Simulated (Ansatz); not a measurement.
An Ansatz input:

```yaml
crystal:
  lattice:
    - [0.0, 2.394279809, 2.394279809]
    - [2.394279809, 0.0, 2.394279809]
    - [2.394279809, 2.394279809, 0.0]
  atoms:
    - { symbol: In, position: [0.0, 0.0, 0.0] }
hamiltonian:
  xc: pbe
  pseudopotentials:
    kind: paw_fr
    azcp:
      In: "pseudopotentials/In.paw.azcp"
basis:
  ecutwfc: 420
  fft_grid_basis: typed
kpoints:
  mp_grid: { grid: [11, 11, 11], shift: [0, 0, 0] }
magnetization:
  noncollinear: true
  spin_orbit: true
scf:
  occupations: { method: fermi_dirac, width: 0.1 }
```

Output

```
Engine: ansatz 0.2.0, x86_64-unknown-linux-gnu
Pseudopotentials: kind: paw_fr
Pseudopotential: In, paw_fr, valence charge 13, recommended cutoff 420 eV (normal) 
Functional definition: PBE
  parameter kappa = 0.804
  parameter beta = 0.06672455060314922
  exchange = pbe_x(kappa = kappa, mu = beta*pi^2/3)
  correlation = pbe_c(beta = beta)
non-collinear run that drives no moment, with spin-orbit: no starting moment large enough to seed its density (crystal.atoms[].spin), no starting occupations that ask for one, no magnetisation constraint and no magnetic field, so the semilocal B_xc is pinned to zero
Crystal: 1 atoms, lattice volume = 27.451 Å³
Basis set: ecut = 420 eV, 537 PW (Γ)
Bands: 22, of which v1, the nominal top of the filled ones, is band 13 counted from 1 (12 counted from 0)
Symmetry: 48 space group operations + 48 with time reversal
Magnetic group: BNS 225.117 (UNI 1619), of the structure as read, at distance tolerance 3.0e-5 Å
k-points: 56 of 1331
Projection manifold: j_resolved (fully-relativistic pseudo-atomic orbitals)
Non-local potential: In, projectors of the file, l = 0: 2, l = 1: 4, l = 2: 4, l = 3: 4
PAW form: soft (Blöchl's): semilocal exchange-correlation on the pseudo side does not see the compensation charge
PAW one-centre angular grid: In, 590 points (default); XC on 64 Gauss nodes
Initial density: superposition of atomic densities (chi_scale 0.1, normalization cell)
Initial wavefunctions: pseudopotential atomic-orbital guess
Functional: x = pbe(κ = 0.804, μ = 0.2195149727645171), c = pbe(β = 0.06672455060314922)
SCF iter   1: F=—  HF=-5599.794406 eV  |F-HF|=—  |Δ(HF+E_count)|=         —  Δρ=1.25e-2  dr2=5.77e-2  dr2_m=0.00e0 (ungated)  ethr=3.10e-3  |M|=0.00e0 ∫|m|=0.00e0 μB  |m|>n=0.0e0 m-floor=0.0e0 τ_xc=0.0e0  β_m=0.30  ⟨swp⟩=10.2  Hψ=4281  notcnv=0  defer=12
SCF iter   2: F=—  HF=-5599.783244 eV  |F-HF|=—  |Δ(HF+E_count)|=   1.12e-2  Δρ=1.04e-2  dr2=3.94e-2  dr2_m=0.00e0 (ungated)  ethr=4.44e-4  |M|=0.00e0 ∫|m|=0.00e0 μB  |m|>n=0.0e0 m-floor=0.0e0 τ_xc=0.0e0  β_m=0.63  ⟨swp⟩=1.1  Hψ=847  notcnv=0  defer=38
SCF iter   3: F=—  HF=-5599.775409 eV  |F-HF|=—  |Δ(HF+E_count)|=   7.83e-3  Δρ=5.54e-3  dr2=5.60e-3  dr2_m=0.00e0 (ungated)  ethr=3.03e-4  |M|=0.00e0 ∫|m|=0.00e0 μB  |m|>n=0.0e0 m-floor=0.0e0 τ_xc=0.0e0  β_m=0.66  ⟨swp⟩=2.0  Hψ=1069  notcnv=0  defer=38
SCF iter   4: F=—  HF=-5599.772591 eV  |F-HF|=—  |Δ(HF+E_count)|=   2.82e-3  Δρ=6.63e-4  dr2=1.17e-4  dr2_m=0.00e0 (ungated)  ethr=4.31e-5  |M|=0.00e0 ∫|m|=0.00e0 μB  |m|>n=0.0e0 m-floor=0.0e0 τ_xc=0.0e0  β_m=0.70  ⟨swp⟩=2.0  Hψ=1007  notcnv=0  defer=108
SCF iter   5: F=—  HF=-5599.772627 eV  |F-HF|=—  |Δ(HF+E_count)|=   3.59e-5  Δρ=1.77e-4  dr2=9.74e-6  dr2_m=0.00e0 (ungated)  ethr=9.03e-7  |M|=0.00e0 ∫|m|=0.00e0 μB  |m|>n=0.0e0 m-floor=0.0e0 τ_xc=0.0e0  β_m=0.85  ⟨swp⟩=2.1  Hψ=732  notcnv=0  defer=108
SCF iter   6: F=—  HF=-5599.772628 eV  |F-HF|=—  |Δ(HF+E_count)|=   6.02e-7  Δρ=1.93e-5  dr2=1.20e-7  dr2_m=0.00e0 (ungated)  ethr=7.49e-8  |M|=0.00e0 ∫|m|=0.00e0 μB  |m|>n=0.0e0 m-floor=0.0e0 τ_xc=0.0e0  β_m=0.92  ⟨swp⟩=2.6  Hψ=945  notcnv=0  defer=108
SCF iter   7: F=-5599.772628 eV  HF=-5599.772628 eV  |F-HF|=2.59e-10  |Δ(HF+E_count)|=   1.96e-8  Δρ=1.09e-6  dr2=4.87e-10  dr2_m=0.00e0 (ungated)  ethr=7.69e-10  |M|=0.00e0 ∫|m|=0.00e0 μB  |m|>n=0.0e0 m-floor=0.0e0 τ_xc=0.0e0  ⟨swp⟩=2.0  Hψ=1203  notcnv=0
SCF 1 converged in 7 iterations: F = -5599.772628 eV  dr2 = 4.87e-10
SCF converged after 7 iterations
Magnetization: |M| = 0.0000 μB,  M = (+0.0000, +0.0000, +0.0000) μB
Absolute magnetization: 0.0000 μB (∫|m|)
  site 0: m = (+0.0000, +0.0000, +0.0000) μB, |m| = 0.0000 μB  (R = 1.40 Å)
Free energy (F): -5599.772628 eV
Harris-Foulkes:  -5599.772628 eV  (|F-HF|=2.59e-10)
Internal energy: -5599.754781 eV  (E = F + TS)
E sigma→0 (E₀):  -5599.763704 eV
Entropy (-TS):   -0.017847 eV (-17.847 meV/atom)
Fermi energy:    9.598040 eV
--- Per-component energies (eV) ---
  E_band       = -31.253822
  E_kinetic    = 240.916078
  E_local      = -1103.789051  (includes V_loc(G=0)·N_el)
  E_nonlocal   = 366.095334
  E_hartree    = 432.060790
  E_xc         = -215.879629
  E_vxc        = -99.734742  (∫ρ·V_xc dr)
  E_paw        = -4154.147706  (= ΣΔE_a)
  E_vpaw       = -298.863858  (= ΣTr[D̂ρ^β])
  E_aug_tail   = 0.000025  (compensation charges beyond the density's cutoff)
  E_ewald      = -1165.010623
  E_smearing   = -0.017847  (= −TS)
  E_closure    = -0.000000  (closes the sum)
  Σ components = -5599.772628   (vs F -5599.772628, Δ=0.00e0)
```
